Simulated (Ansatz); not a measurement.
**Calculated electric field gradients for ZrO2 at a changed volume**

The cell is a measured structure from the Crystallography Open Database (COD), relaxed with PBE at fixed cell and then changed (volume scaled by 0.94, ions relaxed).

```xyz
6
Lattice="3.5227 0.0000 0.0000 0.0000 3.5227 0.0000 0.0000 0.0000 5.0713" Properties=species:S:1:pos:R:3 pbc="T T T"
Zr    0.0000    0.0000    0.0000
Zr    1.7613    1.7613    2.5357
O     0.0000    1.7613    1.0868
O     0.0000    1.7613    3.6224
O     1.7613    0.0000    1.4489
O     1.7613    0.0000    3.9846
```

Sites (sets of like atoms) are named by element and the number of their first atom in this list.

The numbers come from a DFT calculation in Ansatz (PBE, plane waves and PAW, scalar-relativistic, 420 eV cutoff, Γ-centred 8×8×6 k-points, Fermi–Dirac smearing 0.02 eV).

C_Q = eQV_zz/h, which is 24.18 MHz for Q = 1 b and V_zz = 10²¹ V/m²; η = (V_xx − V_yy)/V_zz. Directions are in the Cartesian axes of the cell vectors above, for the atom listed; none is given where the gradient is under 0.02 or η is above 0.95.

| site | first atom | first shell | V_zz (10²¹ V/m²) | η | direction of V_zz (x, y, z) |
| --- | --- | --- | --- | --- | --- |
| Zr | 1 | 8 O at 2.07–2.28 Å | 2.63 | 0.00 | 0.00 0.00 1.00 |
| O | 3 | 4 Zr at 2.07–2.28 Å | 0.86 | 0.96 | – |

An axis of threefold or higher order runs through Zr, so V_zz lies along it and η is zero.

Without spin–orbit coupling (the program notes it for Zr) the gradients are little affected as a rule: paired runs on crystals with a gap mostly move them by under 2 % at such atoms. At this changed cell the PBE pressure is 20 GPa. Where η is near 1 the sign of V_zz means little.
